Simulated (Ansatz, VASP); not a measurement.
**Re in VASP and in Ansatz**

The input INCAR:

```
PREC = Accurate
ENCUT = 520
EDIFF = 1E-6
ISMEAR = -1
SIGMA = 0.01
LREAL = False
LASPH = True
NELM = 80
ALGO = Normal
ISIF = 2
LWAVE = False
LCHARG = False
GGA = PE
NBANDS = 14
```

The input KPOINTS:

```
Automatic mesh
0
Gamma
  13 13 7
```

POSCAR

```
Re
1.0
    2.7768706464      0.0000000000      0.0000000000
   -1.3884353232      2.4048405228      0.0000000000
    0.0000000000      0.0000000000      4.4788142384
Re
2
Direct
    0.3333333333      0.6666666667      0.2500000000
    0.6666666667      0.3333333333      0.7500000000
```

Input for Ansatz:

```yaml
crystal:
  lattice:
    - [2.7768706464, 0.0, 0.0]
    - [-1.3884353232, 2.4048405228, 0.0]
    - [0.0, 0.0, 4.4788142384]
  atoms:
    - { symbol: Re, position: [0.3333333333, 0.6666666667, 0.25] }
    - { symbol: Re, position: [0.6666666667, 0.3333333333, 0.75] }
hamiltonian:
  xc: pbe
  pseudopotentials:
    kind: paw
    azcp:
      Re: "pseudopotentials/Re.paw.azcp"
basis:
  ecutwfc: 420
  fft_grid_basis: typed
kpoints:
  mp_grid: { grid: [13, 13, 7], shift: [0, 0, 0] }
magnetization:
  spin_polarized: false
scf:
  occupations: { method: fermi_dirac, width: 0.01 }
  lower_state_search: "off"
output:
  stress: true
```

Alike in both runs: task single point; functional PBE; k mesh 13 × 13 × 7; occupations fermi-dirac, width 0.01 eV; no spin polarisation.

```csv
,VASP,Ansatz
version,VASP 6.6.1,Ansatz 0.2.0
potentials or method,"VASP PAW PBE potentials, release 64 (Re)","plane waves (420 eV) with PAW, scalar-relativistic"
plane-wave cutoff (eV),520,420
valence electrons in the cell,14,30
```

|  | VASP | Ansatz | Ansatz less VASP |
| --- | --- | --- | --- |
| pressure (GPa) | -0.8 | -0.2 | +0.56 |
| largest component of the traceless stress (GPa) | 0.06 | 0.08 | +0.027 |

With one functional, cell and mesh, what is left measures potentials, basis and numerics. The two sets of potentials don't hold the same shells in valence.

The runs have no spin-orbit coupling, so splittings on Re are missing.
